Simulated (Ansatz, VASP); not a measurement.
## Two plane-wave programs on GaP

The input INCAR:

```
SYSTEM = GaP
ALGO = Normal ; EDIFF = 1E-7
ENCUT = 520 ; GGA = PE
ISIF = 2 ; ISMEAR = 0
LASPH = .True. ; LCHARG = .False.
LREAL = .False. ; LWAVE = .False.
NELM = 80 ; PREC = Accurate
SIGMA = 0.011
```

The input KPOINTS:

```
k-points
0
Gamma
  8 8 8
  0 0 0
```

Contents of POSCAR:

```
GaP
1.0
    0.0000000000      2.7252500000      2.7252500000
    2.7252500000      0.0000000000      2.7252500000
    2.7252500000      2.7252500000      0.0000000000
Ga P
1 1
Direct
    0.0000000000      0.0000000000      0.0000000000
    0.7500000000      0.7500000000      0.7500000000
```

input.yaml

```yaml
crystal:
  lattice:
    - [0.0, 2.72525, 2.72525]
    - [2.72525, 0.0, 2.72525]
    - [2.72525, 2.72525, 0.0]
  atoms:
    - { symbol: Ga, position: [0.0, 0.0, 0.0] }
    - { symbol: P, position: [0.75, 0.75, 0.75] }
hamiltonian:
  xc: pbe
  pseudopotentials: { kind: paw }
kpoints:
  mp_grid: { grid: [8, 8, 8] }
scf:
  occupations: { method: gaussian, width: 0.011 }
output:
  forces: true
  stress: true
  eigenvalues: true
```

Alike in both runs: task single point; functional PBE; k mesh 8 × 8 × 8; occupations gaussian, width 0.011 eV; no spin polarisation.

```csv
,VASP,Ansatz
version,VASP 6.6.1,Ansatz 0.2.0
potentials or method,"VASP PAW PBE potentials, release 64 (Ga_d, P)",Ansatz PAW
plane-wave cutoff (eV),520,420
valence electrons in the cell,18,18
```

```csv
,VASP,Ansatz,Ansatz less VASP
gap on the k mesh at the Fermi level (eV),1.64,1.64,0.000
least direct gap on the mesh (eV),1.83,1.83,+0.002
pressure (GPa),2.5,2.5,+0.03
```

A k mesh can miss the band edges. A hybrid or GW would open this gap; PBE tends to underestimate it.
